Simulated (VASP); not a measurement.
# FeO (R-3m) in VASP: notebook, part 2 of 2

VASP 6.6.1.

**3. Single point, PBE+U, collinear spin, random start**

The input, INCAR:

```
ALGO = Normal ; EDIFF = 1E-6
ENCUT = 520 ; GGA = PE
ISIF = 2 ; ISMEAR = 0
ISPIN = 2 ; LASPH = True
LCHARG = True ; LDAU = True
LDAUJ = 0 0 ; LDAUL = 2 -1
LDAUPRINT = 1 ; LDAUTYPE = 2
LDAUU = 5 0 ; LELF = True
LMAXMIX = 4 ; LORBIT = 11
LREAL = False ; LVHAR = True
LWAVE = False ; MAGMOM = 1.56 0
NELM = 100 ; PREC = Accurate
SIGMA = 0.05
```

The input, KPOINTS:

```
k-points
0
Gamma
  8 8 8
```

The input, POSCAR:

```
FeO
1.0
    1.5176821100      0.8762341800      2.5157945800
   -1.5176821100      0.8762341800      2.5157945800
    0.0000000000     -1.7524683500      2.5157945800
Fe O
1 1
Direct
    0.0000000000      0.0000000000      0.0000000000
    0.5000000000      0.5000000000      0.5000000000
```

Potentials or basis: VASP PAW PBE potentials, release 64 (Fe, O).

Launch:

```sh
> cat potpaw_PBE.64/Fe/POTCAR potpaw_PBE.64/O/POTCAR > POTCAR
> mpirun -np 1 vasp_std > vasp.out
```

OUTCAR:

```text
EDIFF = 1E-6
   ENCUT = 520
   GGA = PE
   ISIF = 2
   ISMEAR = 0
   ISPIN = 2
   LASPH = True
   LORBIT = 11
   LREAL = False
   NELM = 100
   PREC = Accurate

 ion  position               nearest neighbor table
   1  0.000  0.000  0.000-   2 2.16   2 2.16   2 2.16   2 2.16   2 2.16   2 2.16
   2  0.500  0.500  0.500-   1 2.16   1 2.16   1 2.16   1 2.16   1 2.16   1 2.16

  LATTYP: Found a trigonal (rhomboedric) cell.
 ALAT       =     3.0660019070
 COS(alpha) =     0.5099427872

  Lattice vectors:

 A1 = (   1.5176821100,   0.8762341800,   2.5157945800)
 A2 = (  -1.5176821100,   0.8762341800,   2.5157945800)
 A3 = (   0.0000000000,  -1.7524683500,   2.5157945800)

Analysis of symmetry for initial positions (statically):
=====================================================================
 Subroutine PRICEL returns:
 Original cell was already a primitive cell.

 Routine SETGRP: Setting up the symmetry group for a
 trigonal (rhombohedral) supercell.

 Subroutine GETGRP returns: Found 12 space group operations
 (whereof 12 operations were pure point group operations)
 out of a pool of 12 trial point group operations.

The static configuration has the point symmetry D_3d.

Analysis of symmetry for dynamics (positions and initial velocities):
=====================================================================
 Subroutine PRICEL returns:
 Original cell was already a primitive cell.

 Routine SETGRP: Setting up the symmetry group for a
 trigonal (rhombohedral) supercell.

 Subroutine GETGRP returns: Found 12 space group operations
 (whereof 12 operations were pure point group operations)
 out of a pool of 12 trial point group operations.

The dynamic configuration has the point symmetry D_3d.

Analysis of structural, dynamic, and magnetic symmetry:
=====================================================================
 Subroutine PRICEL returns:
 Original cell was already a primitive cell.

[... 189 lines left out ...]
  free energy    TOTEN  =       -12.51180267 eV

  energy without entropy =      -12.51022630  energy(sigma->0) =      -12.51101449

 E-fermi :   6.8265     XC(G=0): -12.1368

 val. band max:        6.7974825815   @ k =  -0.3750   0.3750   0.2500
 cond. band min:       6.8327408068   @ k =  -0.3750   0.2500  -0.0000
 fundamental gap:      0.0352582253
 Fermi energy:         6.8265068285

 spin component 1

 k-point     1 :       0.0000    0.0000    0.0000
  band No.  band energies     occupation
      1     -14.2710      1.00000
      2      -0.3962      1.00000
      3      -0.3962      1.00000
      4      -0.2759      1.00000
      5      -0.2245      1.00000
      6      -0.2245      1.00000
      7       2.6118      1.00000
      8       2.7095      1.00000
      9       2.7095      1.00000
     10       6.3495      1.00000
     11      21.2238      0.00000
     12      21.6050      0.00000
[... 697 lines left out ...]
      1     -13.1391      1.00000
      2      -0.2944      1.00000
      3       1.6460      1.00000
      4       1.9537      1.00000
      5       6.7011      0.99980
      6       6.7049      0.99971
      7       7.1561      0.00000
      8       8.7450      0.00000
      9       9.9826      0.00000
     10      10.9539      0.00000
     11      17.1614      0.00000
     12      19.3144      0.00000

 [... further k-points ...]

------------------------ aborting loop because EDIFF is reached ----------------------------------------

  FORCE on cell =-STRESS in cart. coord.  units (eV):
  Direction    XX          YY          ZZ          XY          YZ          ZX
  --------------------------------------------------------------------------------------
  -------------------------------------------------------------------------------------
  Total       -0.0808201     -0.0808201     -0.2256390     -0.0000000     -0.0000000      0.0000000
  in kB       -6.4506362     -6.4506362    -18.0093170     -0.0000000     -0.0000000      0.0000000
  external PRESSURE =     -10.3035298 kB  Pullay stress =       0.0000000 kB

 VOLUME and BASIS-vectors are now :
 -----------------------------------------------------------------------------
  energy-cutoff  :      520.00
  volume of cell :       20.07
      direct lattice vectors                 reciprocal lattice vectors
     1.517682110  0.876234180  2.515794580     0.329449755  0.190207905  0.132496244
    -1.517682110  0.876234180  2.515794580    -0.329449755  0.190207905  0.132496244
     0.000000000 -1.752468350  2.515794580     0.000000000 -0.380415809  0.132496245

 POSITION                                       TOTAL-FORCE (eV/Angst)
 -----------------------------------------------------------------------------------
      0.00000      0.00000      0.00000         0.000000      0.000000     -0.000000
      0.00000      0.00000      3.77369        -0.000000      0.000000      0.000000
 -----------------------------------------------------------------------------------
    total drift:                               -0.000000      0.000000     -0.000000

  FREE ENERGIE OF THE ION-ELECTRON SYSTEM (eV)
  ---------------------------------------------------
  free  energy   TOTEN  =       -12.5118026734 eV

  energy  without entropy=      -12.5102263040  energy(sigma->0) =      -12.51101449

 total charge

# of ion       s       p       d       tot
------------------------------------------
    1        0.294   0.367   6.076   6.736
    2        1.552   3.462   0.000   5.014
--------------------------------------------------
tot          1.846   3.829   6.076  11.750

 magnetization (x)

# of ion       s       p       d       tot
------------------------------------------
    1        0.026   0.020   3.813   3.859
    2        0.020   0.165   0.000   0.185
--------------------------------------------------
tot          0.046   0.185   3.813   4.044
```

Run time: 20 s. Hardware: 1 thread of AMD EPYC 9R45 (Zen 5), shared host; peak memory 0.14 GiB.

Results:

| Quantity | Value |
| --- | --- |
| Free energy | -12.5118 eV |
| Pressure | -1.0 GPa |
| Band gap on the k mesh | none (metal or under the smearing width) |
| Net moment | 4.00 μB per cell |
| Site moments | Fe +3.86; O +0.18 μB |
| Valence electrons inside the program's atomic spheres | Fe 6.74; O 5.01 |

Stress tensor (GPa, compression positive):
```
-0.65  0.00  0.00
 0.00 -0.65  0.00
 0.00  0.00 -1.80
```

Eigenvalues of the final occupation matrices:
| site | spin | trace | eigenvalues |
| --- | --- | --- | --- |
| site 1 d | 1 | 4.96 | 0.97 0.97 0.97 1.02 1.02 |
| site 1 d | 2 | 1.14 | 0.10 0.10 0.31 0.31 0.31 |

Caveat: a cell with one magnetic atom can't hold antiferromagnetic order, which such compounds often take. The state reached can hang on the start; a lower one may exist.

**4. Single point, PBE+U, collinear spin, ferromagnetic start**

The input, INCAR:

```
SYSTEM = FeO
ALGO = Normal
EDIFF = 1E-6
ENCUT = 520
GGA = PE
ISIF = 2
ISMEAR = 0
ISPIN = 2
LASPH = .True.
LCHARG = .False.
LDAU = .True.
LDAUJ = 0 0
LDAUL = 2 -1
LDAUPRINT = 1
LDAUTYPE = 2
LDAUU = 5 0
LMAXMIX = 4
LORBIT = 11
LREAL = .False.
LWAVE = .False.
MAGMOM = 3 0
NELM = 100
NUPDOWN = 4
PREC = Accurate
SIGMA = 0.05
```

The input, KPOINTS:

```
k-points
0
Gamma
  8 8 8
  0 0 0
```

POSCAR is that of step 3.

Launch:

```sh
> cat potpaw_PBE.64/Fe/POTCAR potpaw_PBE.64/O/POTCAR > POTCAR
> mpirun -np 1 vasp_std > vasp.out
```

Wall time 25 s (1 thread of AMD EPYC 9R45 (Zen 5), shared host); peak memory 0.14 GiB.

It converged, with:

- Free energy: -12.5109 eV
- Pressure: -1.1 GPa
- Net moment: 4.00 μB per cell
- Site moments: Fe +3.86; O +0.18 μB
- Valence electrons inside the program's atomic spheres: Fe 6.74; O 5.01

Stress tensor (GPa, compression positive):
```
-0.75  0.00  0.00
 0.00 -0.75  0.00
 0.00  0.00 -1.87
```

Eigenvalues of the final occupation matrices:
| site | spin | trace | eigenvalues |
| --- | --- | --- | --- |
| site 1 d | 1 | 4.96 | 0.97 0.97 0.97 1.02 1.02 |
| site 1 d | 2 | 1.14 | 0.10 0.10 0.31 0.31 0.31 |

Caveat: the total moment is fixed, so each spin has its own Fermi level; a cell with one magnetic atom can't hold antiferromagnetic order, which such compounds often take. The state reached can hang on the start; a lower one may exist.

**5. The runs side by side**

```tsv
spin	fixed moment (μB)	further INCAR settings	gap on the mesh (eV)	pressure (GPa)	moment (μB)
collinear, zero start	-	ALGO = Fast; EDIFF = 1e-07	2.90	-17.0	0.00
collinear, random start	-	ALGO = Normal; EDIFF = 1e-06	none	-1.0	4.00
collinear, ferromagnetic start	4	ALGO = Normal; EDIFF = 1e-06	-	-1.1	4.00
```

Alike in all rows: task single point; level PBE+U; potentials or basis VASP PAW PBE potentials, release 64 (Fe, O); Fe d U = 5 eV; cell as given; k mesh 8 × 8 × 8; cutoff (eV) 520; smearing gaussian 0.05 eV.

Caveats: a cell with one magnetic atom can't hold antiferromagnetic order, which such compounds often take (some runs); the total moment is fixed, so each spin has its own Fermi level (some runs).

Total energies depend on the potentials used, so only differences within one code and one set of settings carry meaning.
